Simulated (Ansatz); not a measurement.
BaTe (started from an entry of an open crystallographic database), relaxed with r2SCAN, was run in the PAW code Ansatz under altered settings. All numbers are computed, without spin polarisation but where a row says otherwise.

```xyz
2
Lattice="0.0000 3.5324 3.5324 3.5324 0.0000 3.5324 3.5324 3.5324 0.0000" Properties=species:S:1:pos:R:3 pbc="T T T"
Ba    0.0000    0.0000    0.0000
Te    3.5324    3.5324    3.5324
```

The base run's other keys:
```yaml
kpoints:
  mp_grid: { grid: [4, 4, 4] }
hamiltonian:
  xc: pbe
scf:
  occupations: { method: fixed }
  n_extra_bands: 4
```

It takes 6 iterations with 1759 plane waves at 420 eV and 8 k points, and leaves a mean stress of +0.04 GPa. The gap over this mesh is 1.650 eV.

Outcomes, with energy and stress as changes against the base:
```csv
setting,outcome,ΔF (meV/atom),Δ mean stress (GPa),gap on the mesh (eV),iterations
basis.ecutwfc: 200,"converged, warned",+4094,-1.02,1.663,7
basis.ecutwfc: 40,"converged, warned",+480322,-73.48,none,10
magnetization.initial_magnetization: 2.0,refused,–,–,–,–
hamiltonian.dispersion: d3bj,converged,-303,-1.18,1.650,6
scf.mixing.beta: 0.05,converged,0.0,0.00,1.650,9
scf.n_extra_bands: 1,converged,0.0,0.00,1.650,6
scf.convergence.dr2_threshold: 0.01,"converged, warned",0.0,0.0,1.650,6
scf.convergence.dr2_threshold: 1.0,"converged, warned",0.0,0.0,1.650,6
scf.occupations: fermi_dirac 0.05,converged,0.0,0.00,1.650,6
"kpoints.mp_grid.grid: [8, 8, 1]","converged, warned",+223,+0.59,1.617,6
scf.mixing.beta: 0.005,converged,0.0,0.00,1.650,13
hamiltonian.xc: mr2scan (cutoff then 500 eV),converged,–,-0.03,2.000,6
hamiltonian.xc: scan,refused,–,–,–,–
```
A dash marks a value that wasn't obtained or can't be compared. Stress is positive in compression. Its mean hides that meshes of lower symmetry stress the axes unequally.

- basis.ecutwfc: 200. 537 plane waves in place of 1759. The free energy moves by +4094 meV an atom, the mean stress by -1.02 GPa and the gap on the mesh by +0.013 eV (to 1.663). The basis is too small: these are errors of the cutoff. Warned: cutoff below recommended.
- basis.ecutwfc: 40. 59 plane waves in place of 1759. The free energy moves by +480322 meV an atom, the mean stress by -73.48 GPa and the gap on the mesh by -3.134 eV (no gap is left). The basis is too small: these are errors of the cutoff. Warned: band overlap at count, cutoff below recommended, metallic iterate.
- magnetization.initial_magnetization: 2.0. The input is refused before any iteration. Error: inconsistent input (scf.occupations.method, magnetization): a σ = 0 step fill (method: fixed, or a smearing width below the step floor) with no hard lock on the total moment puts the same N_el/2 bands in each spin channel, which gives a total moment of zero, but the starting moments sum to +2.0000 μB […]
- hamiltonian.dispersion: d3bj. The free energy moves by -303 meV an atom, the mean stress by -1.18 GPa and the gap on the mesh by 0.000 eV (to 1.650). A pairwise correction adds to energy, forces and stress and leaves the bands alone.
- scf.convergence.dr2_threshold: 0.01. It converges in 6 iterations, as the base does. Even so loose a threshold leaves the results unchanged here, which can't be counted on. Warned: force scf threshold loose, stress scf threshold loose.
- scf.convergence.dr2_threshold: 1.0. It converges in 6 iterations, as the base does. Even so loose a threshold leaves the results unchanged here, which can't be counted on. Warned: force scf threshold loose, stress scf threshold loose.
- kpoints.mp_grid.grid: [8, 8, 1]. The free energy moves by +223 meV an atom, the mean stress by +0.59 GPa (single components by up to 4.9) and the gap on the mesh by -0.033 eV (to 1.617). The mesh breaks the crystal's symmetry, so the stress, and any force that symmetry no longer fixes, lose it too. The mesh is too coarse. Warned: symmetry narrowed by mesh.
- hamiltonian.xc: scan. It is rejected at once. Error: YAML parse error: line 12 column 7: hamiltonian.xc: unknown variant `scan`, expected one of […]

Within 1 meV an atom, 0.1 GPa and 0.005 eV of the base stay: scf.mixing.beta: 0.05; scf.n_extra_bands: 1; scf.convergence.dr2_threshold: 0.01; scf.convergence.dr2_threshold: 1.0; scf.occupations: fermi_dirac 0.05; scf.mixing.beta: 0.005.

Spin-orbit coupling is left out, which matters wherever the heavy atoms make up the band edges.
